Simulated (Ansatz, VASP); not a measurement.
## Two plane-wave programs on Zr

```
CELL_PARAMETERS angstrom
3.23896 0.00000 0.00000
-1.61948 2.80502 0.00000
0.00000 0.00000 5.16904
ATOMIC_POSITIONS crystal
Zr 0.33333 0.66667 0.25000
Zr 0.66667 0.33333 0.75000
```

Alike in both runs: functional r2SCAN; k mesh 9 × 9 × 5; occupations methfessel-paxton of order 1, width 0.1 eV; no spin polarisation.

Ansatz relaxed the structure, and its values are those at the end. VASP's run is a single point on that final structure, the one shown.

|  | VASP | Ansatz |
| --- | --- | --- |
| version | VASP 6.6.1 | Ansatz 0.2.0 |
| potentials or method | VASP PAW PBE potentials, release 64 (Zr_sv) | plane waves, PAW |
| plane-wave cutoff (eV) | 520 | 500 |
| valence electrons in the cell | 24 | 24 |

|  | VASP | Ansatz | Ansatz less VASP |
| --- | --- | --- | --- |
| pressure (GPa) | 0.0 | 0.0 | +0.02 |

The functional is the same, so the differences come from potentials, cutoffs and numerics.

Caveats: the PAW data sets were made with another functional, which shifts forces and pressure a little (VASP).
